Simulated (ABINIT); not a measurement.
Runs of ABINIT 10.8.3 (patched build) on NiO. The structure is cubic, space group Fm-3m (No. 225). Conventional cell: a = 4.172 Å, b = 4.172 Å, c = 4.172 Å, α = 90.00°, β = 90.00°, γ = 90.00°. Around Ni (site symmetry m-3m) lie 6 O at 2.09 Å. Around O (site symmetry m-3m) lie 6 Ni at 2.09 Å. 

```tsv
task	level	potentials or basis	cell	k mesh	cutoff (eV)	cell freedom (optcell)	optimiser (ionmov)	cutoff smearing ecutsm (Ha)	force stop (Ha/bohr)	bands in the sums	gap on the mesh (eV)	pressure (GPa)	moment (μB)
single point	PBEsol	PseudoDojo NC SR PBEsol v0.4.1 standard	as given	8 × 8 × 8	1225	-	-	-	-	-	none	(c)	1.69
relaxation of cell and atoms	PBE	PseudoDojo NC SR PBE v0.5 stringent	relaxed	8 × 8 × 8	1415	2	2	0.5	2e-05	-	none	0.0	1.88
single point	PBEsol	PseudoDojo NC SR PBEsol v0.4 stringent	as given	8 × 8 × 8	1306	-	-	-	-	-	none	-6.5	1.69
optical spectrum	PBEsol	PseudoDojo NC SR PBEsol v0.4 stringent	as given	8 × 8 × 8, with 4 shifts	1306	-	-	-	-	24	-	-7.5	1.61
single point	PBE	SPMS NC PBE v1.0	as given	8 × 8 × 8	952	-	-	-	-	-	none	-	(a)
optical spectrum	PBEsol	PseudoDojo NC SR PBEsol v0.4.1 standard	as given	8 × 8 × 8, with 4 shifts	1225	-	-	-	-	18	-	-13.2	0.00
single point	PBE	PseudoDojo NC SR PBE v0.5 stringent	cell relaxed	8 × 8 × 8	1415	-	-	-	-	-	none	(b)	0.00
```

Alike in all rows: spin collinear, ferromagnetic start; smearing fermi-dirac 0.05 eV.

Question: Fill in the values left out.

Answer: (a) 1.77; (b) -7.9; (c) -6.2.

Caveats: small starting moments can end in a higher magnetic state in this program; a cell with one magnetic atom can't hold antiferromagnetic order, which such compounds often take (some runs); semilocal functionals often make such compounds metallic where correlation or magnetic order opens a gap, which also shifts bond lengths (some runs); the intraband (Drude) term is left out (some runs); spectra need much finer meshes, so this one isn't converged (some runs); independent-particle spectra lack excitons (some runs).

A gap of «none» marks a metal or a gap under the smearing width.
